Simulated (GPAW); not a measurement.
The system is InP3.

```
In P
1.0
     3.72450    2.15034    3.29500
    -3.72450    2.15034    3.29500
     0.00000   -4.30068    3.29500
In P
2 6
Direct
  0.72450 0.72450 0.72450
  0.27550 0.27550 0.27550
  0.20370 0.20370 0.75860
  0.75860 0.20370 0.20370
  0.20370 0.75860 0.20370
  0.24140 0.79630 0.79630
  0.79630 0.79630 0.24140
  0.79630 0.24140 0.79630
```

| Item | Value |
| --- | --- |
| Program | GPAW 26.7.0 |
| Task | single point |
| Functional | PBEsol |
| Potentials or basis | PAW data sets generated in the run's folder for this functional |
| Cutoff | 600 eV |
| Basis | pw |
| k mesh | 5 × 5 × 5 |
| Occupations | fermi-dirac, width 0.05 eV |
| Spin | no spin polarisation |

On this cell: pressure -0.2 GPa; largest force 0.203 eV/Å; band gap on the k mesh none (metal or under the smearing width).

The same run follows on a disturbed copy (atoms moved at random, drawn with an rms of 0.05 Å):

```
In P
1.0
     3.72450    2.15034    3.29500
    -3.72450    2.15034    3.29500
     0.00000   -4.30068    3.29500
In P
2 6
Direct
  0.72676 0.72494 0.72966
  0.26817 0.27684 0.27532
  0.19893 0.20606 0.75692
  0.74927 0.20528 0.19653
  0.20592 0.75054 0.19906
  0.24495 0.80264 0.79336
  0.79523 0.78925 0.23860
  0.80431 0.24776 0.79961
```

**Question.** What does the disturbed cell give?

**Answer.** The energy (extrapolated to zero smearing) moves by +12.1 meV/atom; pressure 0.6 GPa; largest force 1.209 eV/Å; band gap on the k mesh none (metal or under the smearing width).

Forces on the atoms (eV/Å):
```
In  -0.099  0.244  0.024
In   0.157 -0.056 -0.222
P    0.439  0.425  0.729
P    0.405 -0.614  0.437
P   -0.397 -0.044  0.341
P    0.268 -0.038 -0.430
P   -0.212 -0.003  0.189
P   -0.561  0.085 -1.068
```

Stress tensor (GPa, compression positive):
```
 0.38  0.27  0.37
 0.27  0.49 -0.23
 0.37 -0.23  0.91
```
